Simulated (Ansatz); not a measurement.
Consider a crystal of SnGe₂ in space group P6_3mc (No. 186), with Sn on 2b; Ge on 2b and 2a. The cell of SnGe₂ is invented: close-packed layers stacked ABCBAC (elements of the layers in order: Sn Ge Ge Sn Ge Ge).

The calculation used Ansatz, DFT PBE, scalar-relativistic, plane waves, PAW. Cutoff 420 eV, Γ-centred mesh, Gaussian smearing, no spin polarisation.

Energies over the elements count from the elements' standard structures at the same level, with no fitted energy shifts. The references include grey tin.

Problem. Predict the relaxed structure.

Solution.

Space group P6_3mc (No. 186). a = 3.970 Å, b = 3.970 Å, c = 10.431 Å, α = 90.00°, β = 90.00°, γ = 120.00°
| atom | site | symmetry | x | y | z |
| --- | --- | --- | --- | --- | --- |
| Sn | 2b | 3m. | 0.3333 | 0.6667 | 0.9953 |
| Ge | 2b | 3m. | 0.6667 | 0.3333 | 0.1924 |
| Ge | 2a | 3m. | 0.0000 | 0.0000 | 0.3124 |

Around Sn lie 7 Ge at 2.98–3.16 Å; around Ge on its first site lie 3 Ge at 2.61 Å and 4 Sn at 3.08–3.16 Å; Ge on its second site is surrounded by 3 Ge at 2.61 Å and 3 Sn at 2.98 Å. Another local minimum with the same sites may exist.

Problem. Where does its energy lie, and is it a metal?

Solution. The formation energy is +0.16 eV/atom and the gap on the 12×12×4 mesh of the 6-atom cell is 0 eV (a metal). It can't be a ground state, since the elements alone are lower.

The last run used Gaussian smearing of 0.10 eV. A structure relaxed within its symmetry needn't be a true minimum.
